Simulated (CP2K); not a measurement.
# Sc: band structure with PBE

Crystal: Sc.

```
Sc
1.0
     3.30900    0.00000    0.00000
    -1.65450    2.86568    0.00000
     0.00000    0.00000    5.16783
Sc
2
Direct
  0.66667 0.33333 0.75000
  0.33333 0.66667 0.25000
```

The cell isn't the ideal one: strain_c = -0.02.

```json
{
  "Program": "CP2K 2026.2",
  "Task": "band structure",
  "Functional": "PBE",
  "Potentials or basis": "POTENTIAL_UZH Sc GTH-PBE-q11; TZVP-MOLOPT-PBE-GTH basis",
  "Density cutoff": "6123 eV",
  "k mesh": "9 × 9 × 5",
  "Occupations": "fermi-dirac, width 0.05 eV",
  "Spin": "no spin polarisation",
  "SCF solver": "diagonalisation with k points",
  "Quickstep method": "GPW",
  "EPS_DEFAULT": "1.0E-9",
  "EPS_SCF": "1.0E-6",
  "MAX_SCF": "100",
  "SCF_GUESS": "ATOMIC",
  "k points reduced by the point group": "yes",
  "Mesh centred on Gamma": "yes",
  "CHOLESKY": "OFF",
  "EPS_EIGVAL": "1.0E-7",
  "MIXING METHOD": "BROYDEN_MIXING",
  "MIXING ALPHA": "0.4",
  "NBUFFER": "8",
  "NGRIDS": "5",
  "Basis sets": "Sc TZVP-MOLOPT-PBE-GTH-q11",
  "Potentials": "Sc GTH-PBE-q11 of POTENTIAL_UZH",
  "ADDED_MOS": "[16]",
  "Points a segment of the path (NPOINTS)": "8",
  "Bands added on the path": "6",
  "REL_CUTOFF (Ry)": "60 Ry",
  "MIXING BETA (1/bohr)": "1.5 1/bohr",
  "CUTOFF of the grids": "450 Ry"
}
```

| Quantity | Value |
| --- | --- |
| Pressure | 0.3 GPa |
| Band gap on the k mesh | none (metal or under the smearing width) |

Stress tensor (GPa, compression positive):
```
0.30 0.00 0.00
0.00 0.30 0.00
0.00 0.00 0.22
```

Levels at the corners of the path, in eV from the Fermi level:
```csv
point,band 7,band 8,band 9,band 10,band 11,band 12,band 13,band 14
Γ,-27.83,-27.81,-5.13,-1.65,0.61,1.59,1.59,1.83
M,-27.92,-27.87,-1.62,-1.06,-0.68,-0.34,1.29,1.35
K,-27.98,-27.98,-0.71,-0.71,-0.62,-0.49,1.02,1.02
Γ,-27.83,-27.81,-5.13,-1.65,0.61,1.59,1.59,1.83
A,-27.87,-27.87,-3.60,-3.60,0.97,0.97,1.51,1.51
L,-27.91,-27.91,-1.48,-1.48,0.06,0.06,1.29,1.29
H,-27.88,-27.88,-0.41,-0.41,-0.14,-0.14,0.26,0.26
A,-27.87,-27.87,-3.60,-3.60,0.97,0.97,1.51,1.51
L,-27.91,-27.91,-1.48,-1.48,0.06,0.06,1.29,1.29
M,-27.92,-27.87,-1.62,-1.06,-0.68,-0.34,1.29,1.35
K,-27.98,-27.98,-0.71,-0.71,-0.62,-0.49,1.02,1.02
H,-27.88,-27.88,-0.41,-0.41,-0.14,-0.14,0.26,0.26
```

It took 99 s on 1 thread of Arm Neoverse N1, on a shared host, peak memory 0.37 GiB.

Caveat: the basis of atomic orbitals isn't converged, which shifts pressures, moduli and gaps.
